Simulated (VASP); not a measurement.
# CdSe in VASP: notebook, part 2 of 2

VASP 6.6.1. Earlier steps stand in the parts before.

### 4 Work function, PBEsol

This run uses another cell than the first one, of 42.28 Å³/atom, 0.789 times its volume.

Contents of INCAR:

```
SYSTEM = CdSe
PREC = Accurate
ENCUT = 520
EDIFF = 1E-6
ISMEAR = 0
SIGMA = 0.05
LREAL = .False.
LASPH = .True.
NELM = 80
ALGO = Normal
ISIF = 2
LWAVE = .False.
LCHARG = .True.
LDIPOL = .True.
IDIPOL = 3
DIPOL = 0.5 0.5 0.500
GGA = PS
LVHAR = .True.
LVACPOTAV = .True.
KPAR = 8
```

Contents of KPOINTS:

```
Automatic mesh
0
Gamma
  6 4 1
  0 0 0
```

Contents of POSCAR:

```
CdSe
1.0
    4.3000000000      0.0000000000      0.0000000000
    0.0000000000      7.0200000000      0.0000000000
    0.0000000000      0.0000000000     22.4130307866
Cd Se
8 8
Direct
    0.0000000001      0.0000000000      0.2230845104
    0.5000000000      0.5000000000      0.2784676084
    0.5000000001      0.0000000000      0.3892338041
    1.0000000000      0.5000000000      0.4446169021
    0.0000000001      0.0000000000      0.5553830979
    0.5000000000      0.5000000000      0.6107661959
    0.5000000001      0.0000000000      0.7215323916
    1.0000000000      0.5000000000      0.7769154896
    0.0000000001      0.3850000000      0.2230845104
    0.5000000000      0.8850000000      0.2784676084
    0.5000000001      0.3850000000      0.3892338041
    1.0000000000      0.8850000000      0.4446169021
    0.0000000001      0.3850000000      0.5553830979
    0.5000000000      0.8850000000      0.6107661959
    0.5000000001      0.3850000000      0.7215323916
    1.0000000000      0.8850000000      0.7769154896
```

Potentials or basis: VASP PAW PBE potentials, release 64 (Cd, Se).

Command:

```sh
> cat potpaw_PBE.64/Cd/POTCAR potpaw_PBE.64/Se/POTCAR > POTCAR
> mpirun -np 8 vasp_std > vasp.out
```

OUTCAR:

```text
SYSTEM = CdSe
   PREC = Accurate
   ENCUT = 520
   EDIFF = 1E-6
   ISMEAR = 0
   LREAL = .False.
   LASPH = .True.
   NELM = 80
   ISIF = 2
   GGA = PS

 ion  position               nearest neighbor table
   1  0.000  0.000  0.223-  10 2.61  10 2.61   9 2.70
   2  0.500  0.500  0.278-  11 2.61   9 2.61   9 2.61  10 2.70
   3  0.500  0.000  0.389-  10 2.61  12 2.61  12 2.61  11 2.70
   4  0.000  0.500  0.445-  13 2.61  11 2.61  11 2.61  12 2.70
   5  0.000  0.000  0.555-  12 2.61  14 2.61  14 2.61  13 2.70
[... 1278 lines left out ...]
  Total        1.4781306     -6.2229784      2.7048510      0.0000000      0.0000000      0.0000000
  in kB        3.5003964    -14.7367841      6.4054223      0.0000000      0.0000000      0.0000000
  external PRESSURE =      -1.6103218 kB  Pullay stress =       0.0000000 kB

 VOLUME and BASIS-vectors are now :
 -----------------------------------------------------------------------------
  energy-cutoff  :      520.00
  volume of cell :      676.56
      direct lattice vectors                 reciprocal lattice vectors
     4.300000000  0.000000000  0.000000000     0.232558140  0.000000000  0.000000000
     0.000000000  7.020000000  0.000000000     0.000000000  0.142450142  0.000000000
     0.000000000  0.000000000 22.413030787     0.000000000  0.000000000  0.044616902

 POSITION                                       TOTAL-FORCE (eV/Angst)
 -----------------------------------------------------------------------------------
      0.00000      0.00000      5.00000         0.000000      1.060244      0.772303
      2.15000      3.51000      6.24130         0.000000     -0.210043     -0.225169
      2.15000      0.00000      8.72391         0.000000      0.451952      0.198713
      0.00000      3.51000      9.96521         0.000000      0.208524     -0.100169
      0.00000      0.00000     12.44782         0.000000      0.208524      0.100169
      2.15000      3.51000     13.68912         0.000000      0.451952     -0.198713
[... 8 lines left out ...]
      2.15000      2.70270     16.17173         0.000000     -0.542861      0.616239
      0.00000      6.21270     17.41303         0.000000     -0.419412      0.440764
 -----------------------------------------------------------------------------------
    total drift:                               -0.000001      0.000401     -0.000025

  FREE ENERGIE OF THE ION-ELECTRON SYSTEM (eV)
  ---------------------------------------------------
  free  energy   TOTEN  =       -47.1332264751 eV

  energy  without entropy=      -47.1332264751  energy(sigma->0) =      -47.13322648

 vacuum level on the upper side and lower side of the slab         3.942         3.942
```

OSZICAR:

```text
N       E                     dE             d eps       ncg     rms          rms(c)
DAV:   1     0.103567242173E+04    0.10357E+04   -0.63382E+04  2064   0.143E+03
DAV:   2     0.367593228935E+02   -0.99891E+03   -0.96650E+03  2336   0.341E+02
DAV:   3    -0.485745136528E+02   -0.85334E+02   -0.84381E+02  2368   0.919E+01
[... 14 lines left out ...]
DAV:  18    -0.471332128952E+02   -0.40429E-04   -0.61291E-06  1654   0.668E-03    0.307E-03
DAV:  19    -0.471332197938E+02   -0.68986E-05   -0.12211E-06  1604   0.283E-03    0.167E-03
DAV:  20    -0.471332248510E+02   -0.50573E-05   -0.56059E-07  1434   0.154E-03    0.115E-03
DAV:  21    -0.471332262354E+02   -0.13843E-05   -0.29887E-07  1432   0.905E-04    0.722E-04
DAV:  22    -0.471332264751E+02   -0.23978E-06   -0.37753E-08  1308   0.433E-04
   1 F= -.47133226E+02 E0= -.47133226E+02  d E =-.212016E-12
```

It took 5.1 min on 8 MPI ranks of Intel Xeon Platinum 8488C (Sapphire Rapids), shared host; peak memory 0.88 GiB.

Results:

| Property | Result |
| --- | --- |
| Free energy | -47.1332 eV |
| Largest force | 1.312 eV/Å |
| Band gap on the k mesh | 0.48 eV, direct |
| Ionisation potential of the upper face | 5.02 eV |

Forces on the atoms (eV/Å):
```
Cd   0.000  1.060  0.772
Cd   0.000 -0.210 -0.225
Cd   0.000  0.452  0.199
Cd   0.000  0.209 -0.100
Cd   0.000  0.209  0.100
Cd   0.000  0.452 -0.199
Cd   0.000 -0.210  0.225
Cd   0.000  1.060 -0.772
Se   0.000 -0.419 -0.441
Se   0.000 -0.543 -0.616
Se   0.000 -0.264  0.235
Se   0.000 -0.284 -0.163
Se   0.000 -0.284  0.163
Se   0.000 -0.264 -0.235
Se   0.000 -0.543  0.616
Se   0.000 -0.419  0.441
```

Levels at points of the mesh, in eV from the valence-band top:
```tsv
k point	band 69	band 70	band 71	band 72	band 73	band 74	band 75	band 76
(0.00, 0.00, 0.00)	-0.19	-0.16	-0.10	0.00	0.48	1.04	2.04	2.44
(0.50, 0.00, 0.00)	-1.32	-1.06	-0.48	-0.46	1.77	1.80	3.26	3.33
(0.00, 0.50, 0.00)	-0.28	-0.28	-0.26	-0.26	1.58	1.58	2.77	2.77
(0.50, 0.50, 0.00)	-1.17	-1.17	-0.49	-0.49	1.89	1.89	2.96	2.96
```

Caveat: the PAW data sets were made with another functional, which shifts forces and pressure a little.

### 5 Work function, PBEsol

This run uses another cell than the first one, of 64.92 Å³/atom, 1.211 times its volume.

INCAR is that of step 4.

KPOINTS is that of step 4.

Contents of POSCAR:

```
CdSe
1.0
    4.3000000000      0.0000000000      0.0000000000
    0.0000000000      7.0200000000      0.0000000000
    0.0000000000      0.0000000000     34.4130307866
Cd Se
8 8
Direct
    0.0000000001      0.0000000000      0.3196463592
    0.5000000000      0.5000000000      0.3557170874
    0.5000000001      0.0000000000      0.4278585436
    1.0000000000      0.5000000000      0.4639292718
    0.0000000001      0.0000000000      0.5360707282
    0.5000000000      0.5000000000      0.5721414564
    0.5000000001      0.0000000000      0.6442829126
    1.0000000000      0.5000000000      0.6803536408
    0.0000000001      0.3850000000      0.3196463592
    0.5000000000      0.8850000000      0.3557170874
    0.5000000001      0.3850000000      0.4278585436
    1.0000000000      0.8850000000      0.4639292718
    0.0000000001      0.3850000000      0.5360707282
    0.5000000000      0.8850000000      0.5721414564
    0.5000000001      0.3850000000      0.6442829126
    1.0000000000      0.8850000000      0.6803536408
```

Potentials or basis: VASP PAW PBE potentials, release 64 (Cd, Se).

Command:

```sh
> cat potpaw_PBE.64/Cd/POTCAR potpaw_PBE.64/Se/POTCAR > POTCAR
> mpirun -np 8 vasp_std > vasp.out
```

OUTCAR:

```text
SYSTEM = CdSe
   PREC = Accurate
   ENCUT = 520
   EDIFF = 1E-6
   ISMEAR = 0
   LREAL = .False.
   LASPH = .True.
   NELM = 80
   ISIF = 2
   GGA = PS

 ion  position               nearest neighbor table
   1  0.000  0.000  0.320-  10 2.61  10 2.61   9 2.70
   2  0.500  0.500  0.356-  11 2.61   9 2.61   9 2.61  10 2.70
   3  0.500  0.000  0.428-  10 2.61  12 2.61  12 2.61  11 2.70
   4  0.000  0.500  0.464-  11 2.61  11 2.61  13 2.61  12 2.70
   5  0.000  0.000  0.536-  14 2.61  14 2.61  12 2.61  13 2.70
[... 1276 lines left out ...]
  Total        1.4757343     -6.2305477      2.7131490      0.0000000      0.0000000      0.0000000
  in kB        2.2760944     -9.6096666      4.1846172      0.0000000      0.0000000      0.0000000
  external PRESSURE =      -1.0496517 kB  Pullay stress =       0.0000000 kB

 VOLUME and BASIS-vectors are now :
 -----------------------------------------------------------------------------
  energy-cutoff  :      520.00
  volume of cell :     1038.79
      direct lattice vectors                 reciprocal lattice vectors
     4.300000000  0.000000000  0.000000000     0.232558140  0.000000000  0.000000000
     0.000000000  7.020000000  0.000000000     0.000000000  0.142450142  0.000000000
     0.000000000  0.000000000 34.413030787     0.000000000  0.000000000  0.029058760

 POSITION                                       TOTAL-FORCE (eV/Angst)
 -----------------------------------------------------------------------------------
      0.00000      0.00000     11.00000         0.000000      1.060654      0.772166
      2.15000      3.51000     12.24130         0.000000     -0.210191     -0.224507
      2.15000      0.00000     14.72391         0.000000      0.452178      0.199727
      0.00000      3.51000     15.96521         0.000000      0.208616     -0.100749
      0.00000      0.00000     18.44782         0.000000      0.208616      0.100749
      2.15000      3.51000     19.68912         0.000000      0.452178     -0.199727
[... 8 lines left out ...]
      2.15000      2.70270     22.17173         0.000000     -0.543122      0.616259
      0.00000      6.21270     23.41303         0.000000     -0.419395      0.440385
 -----------------------------------------------------------------------------------
    total drift:                               -0.000001      0.000441     -0.000025

  FREE ENERGIE OF THE ION-ELECTRON SYSTEM (eV)
  ---------------------------------------------------
  free  energy   TOTEN  =       -47.1348230841 eV

  energy  without entropy=      -47.1348230841  energy(sigma->0) =      -47.13482308

 vacuum level on the upper side and lower side of the slab         2.573         2.573
```

stdout:

```text
POSCAR found type information on POSCAR CdSe
 POSCAR found :  2 types and      16 ions
 scaLAPACK will be used
 -----------------------------------------------------------------------------
[... 42 lines left out ...]
|     Did not find any points to average over, which means that no vacuum     |
|     field-free region was found. Please increase the size of  your cell     |
|     in the dimension of the dipole correction to obtain accurate            |
|     workfunction values.                                                    |
|                                                                             |
 -----------------------------------------------------------------------------
```

Run time: 9.3 min. Hardware: 8 MPI ranks of Intel Xeon Platinum 8488C (Sapphire Rapids), shared host; peak memory 1.3 GiB.

What came out:

* Free energy: -47.1348 eV
* Largest force: 1.312 eV/Å
* Band gap on the k mesh: 0.48 eV, direct
* Ionisation potential of the upper face: 5.03 eV

Forces in eV/Å, atoms in the order of the input:
```
Cd   0.000  1.061  0.772
Cd   0.000 -0.210 -0.225
Cd   0.000  0.452  0.200
Cd   0.000  0.209 -0.101
Cd   0.000  0.209  0.101
Cd   0.000  0.452 -0.200
Cd   0.000 -0.210  0.225
Cd   0.000  1.061 -0.772
Se   0.000 -0.419 -0.440
Se   0.000 -0.543 -0.616
Se   0.000 -0.265  0.235
Se   0.000 -0.284 -0.163
Se   0.000 -0.284  0.163
Se   0.000 -0.265 -0.235
Se   0.000 -0.543  0.616
Se   0.000 -0.419  0.440
```

Levels at points of the mesh, in eV from the valence-band top:
```tsv
k point	band 68	band 69	band 70	band 71	band 72	band 73	band 74	band 75	band 76	band 77
(0.00, 0.00, 0.00)	-0.49	-0.19	-0.16	-0.10	0.00	0.48	1.04	2.04	2.44	2.79
(0.50, 0.00, 0.00)	-1.34	-1.32	-1.06	-0.48	-0.46	1.77	1.80	3.26	3.33	3.52
(0.00, 0.50, 0.00)	-0.79	-0.28	-0.28	-0.26	-0.26	1.58	1.58	2.77	2.77	2.93
(0.50, 0.50, 0.00)	-1.29	-1.17	-1.17	-0.48	-0.48	1.88	1.88	2.96	2.96	3.20
```

Caveat: the PAW data sets were made with another functional, which shifts forces and pressure a little.

### 6 The runs side by side

```tsv
cell	vacuum (Å)	gap on the mesh (eV)	largest force (eV/Å)
Pmc2_1, 53.6 Å³/atom	-	0.48	1.31
Pmc2_1, 32.85 Å³/atom	5	0.38	1.22
Pmc2_1, 42.28 Å³/atom	10	0.48	1.31
Pmc2_1, 64.92 Å³/atom	22	0.48	1.31
```

Alike in all rows: task work function; level PBEsol; potentials or basis VASP PAW PBE potentials, release 64 (Cd, Se); no spin polarisation; k mesh 6 × 4 × 1; cutoff (eV) 520; smearing gaussian 0.05 eV.

On the cell as given the gap runs from 0.38 eV (PBEsol) to 0.48 eV (PBEsol).

Caveats: the PAW data sets were made with another functional, which shifts forces and pressure a little.

Total energies depend on the potentials used, so only differences within one code and one set of settings carry meaning.
